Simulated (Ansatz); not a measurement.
# Compressing Ir: a fit and a missing row

Ir, Fm-3m, a = 3.844 Å. Ansatz: r2SCAN, PAW, 500 eV, Γ-centred 18×18×18 mesh on 1 atom, Gaussian smearing 0.10 eV; no spin polarisation. Symmetry fixes shape and atoms, so the cell is only scaled; pressure is positive in compression.

```
V (Å³/atom) P (GPa)
     12.498        ?
     12.924    45.10
     13.350    27.30
     13.776    12.42
     14.202     0.00
     14.628   -10.35
     15.054   -18.97
     15.622   -28.21
```

Q: Take V0 = 14.202 Å³/atom, fit the third-order Birch–Murnaghan form to the other rows, and predict the missing pressure.

A: With the Eulerian strain f = ½[(V0/V)^(2/3) − 1] and y = P/[3f(1 + 2f)^(5/2)], the form is the line y = B0 + 1.5 B0 (B0′ − 4) f. Rows (f, y): 0.03244, 396.0; 0.02105, 390.0; 0.01026, 383.5; -0.00976, 371.3; -0.01905, 365.8; -0.03078, 358.1. Means f = 0.0006933, y = 377.45; Σ(Δf)² = 0.003003, ΣΔfΔy = 1.806; the slope is their ratio. y = 377.0 + 601.2 f GPa, so B0 = 377.0 GPa and B0′ = 4 + 2 × (601.2)/(3 × 377.0) = 5.06. At V = 12.498, f = 0.04447, y = 403.74 and P = 66.65 GPa. The run gave 66.42 GPa, so the fit is 0.23 GPa too high, a small miss on the scale of the series.

Spin–orbit coupling is left out, which can shift energies with elements as heavy as these.